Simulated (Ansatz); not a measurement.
The system is Si2Mo.

```
Mo Si
1.0
    -1.60000    1.60000    3.93050
     1.60000   -1.60000    3.93050
     1.60000    1.60000   -3.93050
Mo Si
1 2
Cartesian
  0.0000 0.0000 0.0000
  0.0000 0.0000 5.2433
  0.0000 0.0000 2.6177
```

```yaml
Program: Ansatz 0.2.0
Task: relaxation of cell and atoms
Functional: PBEsol
Dispersion: D4
Potentials_or_basis: Ansatz PAW
Cutoff: "420 eV (not typed: the program's choice for these potentials)"
k_mesh: 12 × 12 × 12
Occupations: fermi-dirac, width 0.05 eV
Spin: no spin polarisation
```

At the start: volume 13.42 Å³/atom.

Question: Where does the relaxation end?

Answer: It ends after 5 steps and the volume is 13.05 Å³/atom (-2.7 %); space group I4/mmm (No. 139, to 0.05 Å).

Step by step:
| step | energy change (eV) | largest force (eV/Å) | volume (Å³) |
| --- | --- | --- | --- |
| 1 | 0.0000 | 0.3298 | 40.25 |
| 2 | -0.0247 | 0.0239 | 38.79 |
| 3 | -0.0272 | 0.0141 | 39.16 |
| 4 | -0.0272 | 0.0055 | 39.15 |
| 5 | -0.0270 | 0.0054 | 39.15 |

Final structure:
```
CELL_PARAMETERS angstrom
-1.58577 1.58577 3.89232
1.58577 -1.58577 3.89232
1.58577 1.58577 -3.89232
ATOMIC_POSITIONS crystal
Mo 0.00000 0.00000 0.00000
Si 0.66520 0.66520 0.00000
Si 0.33480 0.33480 0.00000
```

Caveat: the plane-wave basis is chosen anew once the cell has moved, so the energies of steps on either side of that aren't comparable; the PAW data sets come from PBE, with cores solved anew for the run's functional, which leaves a small shift of forces and pressure.
